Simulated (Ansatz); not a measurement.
# Ge: relaxation of cell and atoms with PBEsol+D3(BJ)

Ge:

```
CELL_PARAMETERS angstrom
-2.57449 2.57449 1.39741
2.57449 -2.57449 1.39741
2.57449 2.57449 -1.39741
ATOMIC_POSITIONS crystal
Ge 0.50000 0.50000 0.00000
Ge 0.25000 0.75000 0.50000
```

This isn't the form of Ge at room conditions, which is diamond.

```yaml
Program: Ansatz 0.2.0
Task: relaxation of cell and atoms
Functional: PBEsol
Dispersion: D3(BJ)
Potentials_or_basis: all-electron LAPW, scalar-relativistic
Basis_error_allowed: 0.001 eV/atom
k_mesh: 11 × 11 × 11
Occupations: fermi-dirac, width 0.05 eV
Spin: no spin polarisation
```

```yaml
Relaxed_volume: 17.69 Å³/atom
Relaxed_cell: a = 3.842 Å, b = 3.842 Å, c = 3.842 Å, α = 97.36°, β = 97.36°, γ = 138.06°
Space_group_after_relaxing_to_0.05_Å: I4_1/amd (No. 141)
Energy_gained_by_relaxing: 9.6 meV/atom
Ionic_steps: 6
Pressure_after_relaxing: 0.0 GPa
```

The path:
```
step  energy change (eV)  largest force (eV/Å)  volume (Å³)
   1              0.0000                0.0000        37.05
   2             -0.0173                0.0000        34.92
   3             -0.0192                0.0000        35.43
   4             -0.0192                0.0000        35.40
   5             -0.0192                0.0000        35.38
   6             -0.0192                0.0000        35.38
```

Final structure:
```xyz
2
Lattice="-2.5367 2.5367 1.3747 2.5367 -2.5367 1.3747 2.5367 2.5367 -1.3747" Properties=species:S:1:pos:R:3 pbc="T T T"
Ge    0.0000    0.0000    1.3747
Ge    2.5367    0.0000    0.6874
```

Run time: 85 s on 1 thread of Arm Neoverse V1, on a shared host, peak memory 0.46 GiB.
